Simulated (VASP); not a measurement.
The system is SiC.

```xyz
2
Lattice="0.0000 2.1790 2.1790 2.1790 0.0000 2.1790 2.1790 2.1790 0.0000" Properties=species:S:1:pos:R:3 pbc="T T T"
Si    0.0000    0.0000    0.0000
C     1.0895    1.0895    1.0895
```

Base run:

```yaml
Program: VASP 6.6.1
Functional: PBEsol
Potentials_or_basis: VASP PAW PBE potentials, release 64 (Si, C)
Cutoff: 520 eV
k_mesh: 6 × 6 × 6
Occupations: gaussian, width 0.03 eV
Spin: no spin polarisation
```

Its results: band gap on the k mesh 1.23 eV, indirect (least direct gap 4.44 eV); pressure 0.2 GPa.

Q: The run is repeated on the same cell with these changes: functional from PBEsol to HSE06. What comes out?

A: Band gap on the k mesh 2.25 eV, indirect (least direct gap 5.75 eV); pressure -1.8 GPa.

HSE06 gives the wider gap, since exact exchange removes part of the self-interaction.

Caveats: the PAW data sets were made with another functional, which shifts forces and pressure a little.
